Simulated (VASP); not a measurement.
## VASP 6.6.1 run: KBr

INCAR

```
ISIF = 2
LREAL = .FALSE.
MAGMOM = 1
NELM = 68
NBANDS = 15
ISPIN = 2
ISMEAR = -1
LWAVE = .FALSE.
EDIFF = 1E-7
NSW = 0
SIGMA = 0.02
PREC = Accurate
LASPH = .TRUE.
ENCUT = 520
IBRION = -1
LCHARG = .FALSE.
GGA = PE
```

KPOINTS

```
KPOINTS created by Atomic Simulation Environment
0
Gamma
6 6 6
0 0 0
```

POSCAR

```
K  Br
 1.0000000000000000
     0.0000000000000000    3.7827197545000000    3.4887121451000001
     3.7827197545000000    0.0000000000000000    3.4887121451000001
     3.7827197545000000    3.7827197545000000    0.0000000000000000
 K   Br
   1   1
Cartesian
  0.0000000000000000  0.0000000000000000  0.0000000000000000
  1.8913598772500000  1.8913598772500000  1.7443560725500000
```

The recommended PBE PAW datasets give the neutral cell 16 valence electrons.

Command

```
mpirun -np 1 vasp_std
```

Q: How does this run end, and what does it give?

A: VASP stopped before the first electronic step.

Standard output (part)

```
POSCAR found type information on POSCAR K Br
 POSCAR found :  2 types and       2 ions
|     EEEEEEE  RRRRRR   RRRRRR   OOOOOOO  RRRRRR      ###     ###     ###     |
|     E        R     R  R     R  O     O  R     R     ###     ###     ###     |
|     E        R     R  R     R  O     O  R     R     ###     ###     ###     |
|     EEEEE    RRRRRR   RRRRRR   O     O  RRRRRR       #       #       #      |
|     E        R    R   R    R   O     O  R    R      ###     ###     ###     |
|     EEEEEEE  R     R  R     R  OOOOOOO  R     R     ###     ###     ###     |
|     ERROR: You have set 1 value(s) for MAGMOM; however for                  |
|     spin-polarized calculations (ISPIN=2), MAGMOM has to be a list of       |
|     NIONS values. NIONS=2 in your calculation.                              |
|       ---->  I REFUSE TO CONTINUE WITH THIS SICK JOB ... BYE!!! <----       |
```

The fault: too few starting moments.
